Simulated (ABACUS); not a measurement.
**Si in ABACUS: convergence with smearing sigma**

Input of the first run (smearing sigma 0.02 Ry); the others differ in this setting and in those tied to it:

File INPUT:

```
INPUT_PARAMETERS
suffix              Si
calculation         scf
basis_type          lcao
pseudo_dir          ./
orbital_dir         ./
symmetry            1
dft_functional      pbe
ecutwfc             100
pseudo_rcut         7
nspin               1
nbands              8
ks_solver           genelpa
smearing_method     mp
smearing_sigma      0.02
scf_thr             1e-07
scf_nmax            100
mixing_type         broyden
mixing_beta         0.7
cal_force           1
cal_stress          1
out_mul             1
```

The input STRU:

```
ATOMIC_SPECIES
Si 28.0850 Si_ONCV_PBE-1.2.upf

NUMERICAL_ORBITAL
Si_confined-atom_7au_3s3p2d1f.orb

LATTICE_CONSTANT
1.8897261246

LATTICE_VECTORS
0.0000000000 2.7218511865 2.7218511865
2.7218511865 0.0000000000 2.7218511865
2.7218511865 2.7218511865 0.0000000000

ATOMIC_POSITIONS
Direct

Si
0.0
2
0.4977770000 0.5188440000 0.5135360000 1 1 1
0.7614490000 0.7460530000 0.7702830000 1 1 1
```

The input KPT:

```
K_POINTS
0
Gamma
6 6 6 0 0 0
```

Potentials or basis: SG15 ONCV 1.2 PBE, TZDP LCAO (the cutoffs set its grid).

The run is started by

```console
$ OMP_NUM_THREADS=1 mpirun -np 4 abacus > log
```

The cell isn't the ideal one: atoms moved at random.

Hardware: 4 MPI ranks on Intel(R) Xeon(R) Platinum 8375C CPU @ 2.90GHz (Ice Lake), with other jobs on the host.

The values tried are 0.02 Ry, 0.015 Ry, 0.01 Ry, 0.007 Ry, 0.005 Ry, 0.003 Ry, 0.002 Ry, 0.001 Ry, loosest first. From which on does the largest force stay within 0.005 eV/Å of the tightest run that finished?

From 0.01 Ry on.

```csv
smearing sigma,"energy less the tightest run, at zero smearing (meV/atom)",largest force (eV/Å),gap on the mesh (eV),SCF cycles,CPU time (s)
0.02 Ry,0.15,0.921,0.173,8,57
0.015 Ry,0.11,0.926,0.172,8,56
0.01 Ry,0.02,0.935,0.170,8,57
0.007 Ry,0.00,0.940,0.169,8,61
0.005 Ry,0.00,0.939,0.169,8,57
0.003 Ry,0.00,0.938,0.169,8,58
0.002 Ry,0.00,0.938,0.169,8,59
0.001 Ry,0.00,0.938,0.169,8,56
```

Against the tightest run, the energy stays within 1 meV/atom from 0.02 Ry on; the gap on the mesh stays within 0.01 eV from 0.02 Ry on. The tightest run that finished is the yardstick and may itself not be fully converged.

Caveat, for the tightest run too: the atomic orbitals were generated for these runs and aren't a published set; the basis of atomic orbitals isn't converged, which shifts pressures, moduli and gaps.
